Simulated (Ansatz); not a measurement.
Layered crystal of WS2, relaxed:

Space group P-6m2 (No. 187). a = 3.160 Å, b = 3.160 Å, c = 16.939 Å, α = 90.00°, β = 90.00°, γ = 120.00°
```json
{"atom": "W", "site": "1c", "symmetry": "-6m2", "x": "0.3333", "y": "0.6667", "z": "0.0000"}
{"atom": "S", "site": "2i", "symmetry": "3m.", "x": "0.6667", "y": "0.3333", "z": "0.9070"}
```

All numbers below come from DFT PBE+D3(BJ), scalar-relativistic, plane waves, PAW in Ansatz. Plane waves to 420 eV, a k mesh through Γ of 12×12×2 on the computed 3-atom cell and Gaussian smearing (0.02 eV); no spin polarisation.

Task: What does it cost to take out one layer and relax it free-standing?

Result: 0.3 meV/Å² (1 meV/atom). The layer's area changes by 0.0 %. The gap on the mesh goes from 1.92 eV to 1.92 eV. The layer is isolated along c and computed on a 12×12×1 mesh.

Gaps are read on the k meshes alone.

Spin-orbit coupling is left out, which matters for the bands of heavy elements.

The reference crystal is a form of WS2, which isn't its usual structure.